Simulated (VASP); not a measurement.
# BP (F-43m) in VASP: further runs

Aim: see how the results for BP move with the level of theory and the settings. Levels: LDA, PBE. Tasks: relaxation of the atoms, relaxation of cell and atoms.

All numbers are computed with VASP 6.6.1; they aren't measurements. Logs are shortened: lines on timing, memory, paths and dates and some standing lists are left out, and cuts for length are marked.

**1. The structure**

It takes space group F-43m (No. 216, cubic). The conventional cell has a = 4.538 Å, b = 4.538 Å, c = 4.538 Å, α = 90.00°, β = 90.00°, γ = 90.00°. Around B (site symmetry -43m) lie 4 P at 1.97 Å. P (site symmetry -43m) has 4 B at 1.97 Å as nearest neighbours.

**2. Relaxation of the atoms, LDA (a relaxed cell with its volume scaled by 1.06)**

File INCAR:

```
SYSTEM = BP
  PREC = Accurate
  ENCUT = 600
  EDIFF = 1E-7
  ISMEAR = 0
  SIGMA = 0.03
  LREAL = .FALSE.
  LASPH = .TRUE.
  NELM = 80
  ALGO = Fast
  ISIF = 2
  LWAVE = .FALSE.
  LCHARG = .FALSE.
  IBRION = 2
  NSW = 40
  EDIFFG = -0.01
```

File KPOINTS:

```
Automatic mesh
0
G
  10 10 10
  0 0 0
```

File POSCAR:

```
BP                                      
1.0
    0.0000000000      2.2888911179      2.2888911179
    2.2888911179      0.0000000000      2.2888911179
    2.2888911179      2.2888911179      0.0000000000
  B               P             
     1     1
Direct
     0.0000000000000000    0.0000000000000000    0.0000000000000000
     0.2500000000000000    0.2500000000000000    0.2500000000000000
```

Potentials or basis: VASP PAW LDA potentials, release 64 (B, P).

Launch:

```
> cat potpaw_LDA.64/B/POTCAR potpaw_LDA.64/P/POTCAR > POTCAR
> mpirun -np 1 vasp_std > vasp.out
```

OUTCAR:

```text
SYSTEM = BP
   PREC = Accurate
   ENCUT = 600
   EDIFF = 1E-7
   ISMEAR = 0
   LREAL = .FALSE.
   LASPH = .TRUE.
   NELM = 80
   ISIF = 2
   IBRION = 2
   NSW = 40
   EDIFFG = -0.01

 ion  position               nearest neighbor table
   1  0.000  0.000  0.000-   2 1.98   2 1.98   2 1.98   2 1.98
   2  0.250  0.250  0.250-   1 1.98   1 1.98   1 1.98   1 1.98

  LATTYP: Found a face centered cubic cell.
 ALAT       =     4.5777822358

  Lattice vectors:

 A1 = (   0.0000000000,   2.2888911179,   2.2888911179)
 A2 = (   2.2888911179,   0.0000000000,   2.2888911179)
 A3 = (   2.2888911179,   2.2888911179,   0.0000000000)

Analysis of symmetry for initial positions (statically):
=====================================================================
 Subroutine PRICEL returns:
 Original cell was already a primitive cell.

 Routine SETGRP: Setting up the symmetry group for a
 face centered cubic supercell.

 Subroutine GETGRP returns: Found 24 space group operations
 (whereof 24 operations were pure point group operations)
 out of a pool of 48 trial point group operations.

The static configuration has the point symmetry T_d .

Analysis of symmetry for dynamics (positions and initial velocities):
=====================================================================
 Subroutine PRICEL returns:
 Original cell was already a primitive cell.

 Routine SETGRP: Setting up the symmetry group for a
 face centered cubic supercell.

 Subroutine GETGRP returns: Found 24 space group operations
 (whereof 24 operations were pure point group operations)
 out of a pool of 48 trial point group operations.

The dynamic configuration has the point symmetry T_d .

 Subroutine INISYM returns: Found 24 space group operations
 (whereof 24 operations are pure point group operations),
 and found     1 'primitive' translations

----------------------------------------------------------------------------------------

                                     Primitive cell

  volume of cell :      23.9831

  direct lattice vectors                    reciprocal lattice vectors
     0.000000000  2.288891118  2.288891118    -0.218446389  0.218446389  0.218446389
     2.288891118  0.000000000  2.288891118     0.218446389 -0.218446389  0.218446389
     2.288891118  2.288891118  0.000000000     0.218446389  0.218446389 -0.218446389

  length of vectors
     3.236980862  3.236980862  3.236980862     0.378360245  0.378360245  0.378360245

[... 88 lines left out ...]
   POTIM  = 0.5000    time-step for ionic-motion
   TEBEG  =    0.0;   TEEND  =   0.0 temperature during run
   PSTRESS=    0.0 pullay stress
   NELECT =       8.0000    total number of electrons
   NUPDOWN=      -1.0000    fix difference up-down
   EMIN   =  10.00;   EMAX   =-10.00  energy-range for DOS
   EFERMI =   0.00;   METHOD = LEGACY
   ISMEAR =     0;   SIGMA  =   0.03  broadening in eV -4-tet -1-fermi 0-gaus
   EFERMI_NEDOS =   21; number of points for ismear=-14 and -15
   IALGO  =     68    algorithm
   IMIX   =      4    mixing-type and parameters
     AMIX     =   0.40;   BMIX     =  1.00
     AMIX_MAG =   1.60;   BMIX_MAG =  1.00
  volume/ion in A,a.u.               =      11.99        80.92
  Fermi-wavevector in a.u.,A,eV,Ry     =   1.135367  2.145533 17.538709  1.289059
  Thomas-Fermi vector in A             =   2.272072
   LORBIT       =      0    0 simple, 1 ext, 2 COOP (PROOUT), +10 PAW based schemes
   GGA     = CA    functional components
   LHFCALC =     F    Hartree Fock is set to
   AEXX    =    0.0000 exact exchange contribution
   IVDW    =     0    specifies the selected vdW correction
   LEPSILON=     F    determine dielectric tensor
   LRPA    =     F    only Hartree local field effects (RPA)
 conjugate gradient relaxation of ions
 non-spin polarized calculation
 RMM-DIIS sequential band-by-band and
 Gauss-broadening in eV      SIGMA  =   0.03
  energy-cutoff  :      600.00
  volume of cell :       23.98
 maximum number of plane-waves:       821
 NGX is ok and might be reduce to    28
   NGX = 13   NGY = 13   NGZ = 13

 number of electron       7.9999999 magnetization

 Free energy of the ion-electron system (eV)
  ---------------------------------------------------
  ext. energy  EPLUGINS =         0.00000000
  ---------------------------------------------------
  free energy    TOTEN  =       -14.36070443 eV

  energy without entropy =      -14.36070443  energy(sigma->0) =      -14.36070443

 E-fermi :   7.2688     XC(G=0): -10.9802

 val. band max:        7.0958409267   @ k =   0.0000   0.0000   0.0000
 cond. band min:       8.3135534346   @ k =   0.4000   0.4000   0.0000
 fundamental gap:      1.2177125079
 Fermi energy:         7.2687760141

 k-point     1 :       0.0000    0.0000    0.0000
  band No.  band energies     occupation
      1      -8.0648      2.00000
      2       7.0958      2.00000
      3       7.0958      2.00000
      4       7.0958      2.00000
      5      10.4353      0.00000
      6      10.4353      0.00000
      7      10.4353      0.00000
      8      14.0698      0.00000
[... 243 lines left out ...]
 k-point    24 :       0.4000    0.3000    0.0000
  band No.  band energies     occupation
      1      -5.1985      2.00000
      2       1.0639      2.00000
      3       3.1461      2.00000
      4       3.6691      2.00000
      5       8.8706      0.00000
      6      10.6397      0.00000
      7      16.3088      0.00000
      8      16.3431      0.00000

 [... further k-points ...]

------------------------ aborting loop because EDIFF is reached ----------------------------------------

  FORCE on cell =-STRESS in cart. coord.  units (eV):
  Direction    XX          YY          ZZ          XY          YZ          ZX
  --------------------------------------------------------------------------------------
  -------------------------------------------------------------------------------------
  Total       -1.3734340     -1.3734340     -1.3734340     -0.0000000     -0.0000000     -0.0000000
  in kB      -91.7514560    -91.7514560    -91.7514560     -0.0000000     -0.0000000     -0.0000000
  external PRESSURE =     -91.7514560 kB  Pullay stress =       0.0000000 kB

 VOLUME and BASIS-vectors are now :
 -----------------------------------------------------------------------------
  energy-cutoff  :      600.00
  volume of cell :       23.98
      direct lattice vectors                 reciprocal lattice vectors
     0.000000000  2.288891118  2.288891118    -0.218446389  0.218446389  0.218446389
     2.288891118  0.000000000  2.288891118     0.218446389 -0.218446389  0.218446389
     2.288891118  2.288891118  0.000000000     0.218446389  0.218446389 -0.218446389

 POSITION                                       TOTAL-FORCE (eV/Angst)
 -----------------------------------------------------------------------------------
      0.00000      0.00000      0.00000        -0.000000      0.000000      0.000000
      1.14445      1.14445      1.14445         0.000000     -0.000000     -0.000000
 -----------------------------------------------------------------------------------
    total drift:                               -0.000000     -0.000000     -0.000000

  FREE ENERGIE OF THE ION-ELECTRON SYSTEM (eV)
  ---------------------------------------------------
  free  energy   TOTEN  =       -14.3607044260 eV

  energy  without entropy=      -14.3607044260  energy(sigma->0) =      -14.36070443

 reached required accuracy - stopping structural energy minimisation
```

OSZICAR:

```text
N       E                     dE             d eps       ncg     rms          rms(c)
DAV:   1     0.116783261548E+02    0.11678E+02   -0.44985E+03   752   0.100E+03
DAV:   2    -0.147421636679E+02   -0.26420E+02   -0.25601E+02  1136   0.119E+02
DAV:   3    -0.151258037962E+02   -0.38364E+00   -0.38364E+00   944   0.182E+01
DAV:   4    -0.151266209189E+02   -0.81712E-03   -0.81712E-03  1136   0.890E-01
DAV:   5    -0.151266217467E+02   -0.82782E-06   -0.82782E-06   976   0.220E-02    0.705E+00
RMM:   6    -0.144729738245E+02    0.65365E+00   -0.59193E-01   752   0.535E+00    0.362E+00
RMM:   7    -0.143729738205E+02    0.10000E+00   -0.24288E-01   752   0.344E+00    0.127E+00
RMM:   8    -0.143609739228E+02    0.12000E-01   -0.30611E-02   752   0.156E+00    0.206E-01
RMM:   9    -0.143608498918E+02    0.12403E-03   -0.61708E-03   752   0.662E-01    0.944E-02
RMM:  10    -0.143606905449E+02    0.15935E-03   -0.76696E-04   752   0.288E-01    0.520E-02
RMM:  11    -0.143607091172E+02   -0.18572E-04   -0.17148E-04   752   0.125E-01    0.214E-02
RMM:  12    -0.143607038824E+02    0.52348E-05   -0.34987E-05   752   0.507E-02    0.882E-03
RMM:  13    -0.143607043131E+02   -0.43068E-06   -0.55942E-06   752   0.213E-02    0.594E-03
RMM:  14    -0.143607044249E+02   -0.11176E-06   -0.10999E-06   749   0.940E-03    0.337E-03
RMM:  15    -0.143607044260E+02   -0.11079E-08   -0.21132E-07   594   0.435E-03
   1 F= -.14360704E+02 E0= -.14360704E+02  d E =-.143607E+02
```

CONTCAR:

```text
BP
   1.00000000000000
     0.0000000000000000    2.2888911179000000    2.2888911179000000
     2.2888911179000000    0.0000000000000000    2.2888911179000000
     2.2888911179000000    2.2888911179000000    0.0000000000000000
  B               P
     1     1
Direct
     0.0000000000000000    0.0000000000000000    0.0000000000000000
     0.2500000000000000    0.2500000000000000    0.2500000000000000

  0.00000000E+00  0.00000000E+00  0.00000000E+00
  0.00000000E+00  0.00000000E+00  0.00000000E+00
```

It used 8.4 s of CPU time on 1 thread of Intel(R) Xeon(R) Platinum 8559C (Emerald Rapids), with other jobs on the host, which was overloaded at the time.

Results:

```yaml
Free_energy: -14.3607 eV
Pressure_after_relaxing: -9.2 GPa
Band_gap_on_the_k_mesh: 1.22 eV, indirect (least direct gap 3.34 eV)
```

Final structure:
```
CELL_PARAMETERS angstrom
0.00000 2.28889 2.28889
2.28889 0.00000 2.28889
2.28889 2.28889 0.00000
ATOMIC_POSITIONS crystal
B 0.00000 0.00000 0.00000
P 0.25000 0.25000 0.25000
```

Caveat: the relaxation stopped at its first step, so nothing moved.

(Continued in part 2 of 2.)
